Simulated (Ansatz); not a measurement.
# GaP: the cost of one run

Method: DFT LDA, scalar-relativistic, in Ansatz 0.2.0.

**1. Starting point**

It takes space group F-43m (No. 216, cubic). Conventional cell: a = 5.451 Å, b = 5.451 Å, c = 5.451 Å, α = 90.00°, β = 90.00°, γ = 90.00°. Ga (site symmetry -43m) has 4 P at 2.36 Å as nearest neighbours. Around P (site symmetry -43m) lie 4 Ga at 2.36 Å.

As a file:

```cif
data_structure
_symmetry_space_group_name_H-M 'F-43m'
_symmetry_Int_Tables_number 216
_cell_length_a 5.4505
_cell_length_b 5.4505
_cell_length_c 5.4505
_cell_angle_alpha 90.000
_cell_angle_beta 90.000
_cell_angle_gamma 90.000
_cell_volume 161.92
loop_
_atom_site_label
_atom_site_type_symbol
_atom_site_symmetry_multiplicity
_atom_site_Wyckoff_symbol
_atom_site_fract_x
_atom_site_fract_y
_atom_site_fract_z
_atom_site_occupancy
Ga1 Ga 4 a 0.00000 0.00000 0.00000 1
P1 P 4 c 0.25000 0.25000 0.25000 1
```

The file gives the conventional cell by its symmetry; the runs use the cell typed in the input.

Atoms are numbered in the order of the input: Ga1, P2.

**2. After the deformation**

Space group F-43m before, I-4m2 after.

**3. Full-potential LAPW**

input.yaml

```yaml
crystal:
  lattice:
    - [0.0, 2.7525025, 2.72525]
    - [2.7525025, 0.0, 2.72525]
    - [2.7525025, 2.7525025, 0.0]
  atoms:
    - { symbol: Ga, position: [0.0, 0.0, 0.0] }
    - { symbol: P, position: [0.75, 0.75, 0.75] }
kpoints:
  mp_grid: { grid: [10, 10, 10] }
  band_path:
    path:
      - [0.0, 0.0, 0.0]
      - [0.0, 0.5, 0.5]
      - [0.25, 0.75, 0.5]
      - [0.0, 0.5, 0.0]
      - [0.0, 0.0, 0.0]
      - [0.5, 0.5, 0.0]
      - [0.3775125, 0.6224875, 0.0]
      - [-0.3775125, 0.3775125, 0.0]
      - [0.0, 0.0, 0.0]
    npoints: 5
scf:
  occupations: { method: fermi_dirac, width: 0.05 }
hamiltonian:
  xc: lda
  pseudopotentials: { kind: all_electron, lapw: { basis_error: 0.0005 } }
output:
  forces: true
  stress: true
  eigenvalues: true
```

Started as:

```bash
$ ansatz run input.yaml --threads 1 --pin off --max-ram 3072MiB --backend cpu --events-out ev --progress --plain --runs-dir out
```

**Question.** How long does this run take on 1 thread of Intel Xeon Platinum 8375C at 2.90GHz (Ice Lake), shared host, and how much memory does it need?

About 29 s, with a peak of 0.43 GiB.
